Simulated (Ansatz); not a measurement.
This MnSi structure is the end of a relaxation. It was relaxed at this level from a cell as deposited in COD.

Level of theory: DFT PBE, scalar-relativistic, plane waves, PAW in Ansatz 0.2.0. Cutoff 420 eV, Γ-centred mesh, Gaussian smearing, collinear spin.

```
Mn Si
1.0
     4.51758    0.00000    0.00000
     0.00000    4.51758    0.00000
     0.00000    0.00000    4.51758
Mn Si
4 4
Direct
  0.13644 0.13644 0.13644
  0.36356 0.86356 0.63644
  0.63644 0.36356 0.86356
  0.86356 0.63644 0.36356
  0.84529 0.84529 0.84529
  0.65471 0.15471 0.34529
  0.34529 0.65471 0.15471
  0.15471 0.34529 0.65471
```

Formation energies are uncorrected and refer to the elements' standard structures at the same level.

Q: What space group does it have?

A: P2_13 (No. 198), the FeSi (B20) type. Conventional cell: a = 4.518 Å. Mn has 4 Si at 2.28–2.37 Å, 3 Si at 2.53 Å and 6 Mn at 2.77 Å; Si has 4 Mn at 2.28–2.37 Å, 3 Mn at 2.53 Å and 6 Si at 2.79 Å.

Q: How far does it lie from the elements in energy?

A: −0.45 eV/atom. Whether it is stable depends on the other phases of the system, which aren't compared here.

Q: Is it a metal?

A: Yes, bands cross the Fermi level on the 8×8×8 mesh.

Q: Which magnetic moments does it keep?

A: 0.49 μB per atom net, the space between the atoms included; by site: Mn 1.0 (×4) μB.

The last run used collinear spin, an 8×8×8 mesh for its 8-atom cell and Gaussian smearing of 0.10 eV. The magnetic state reached may not be the lowest. A later test with randomly moved atoms came back to the same energy, though modes that don't fit the test's cell weren't probed.
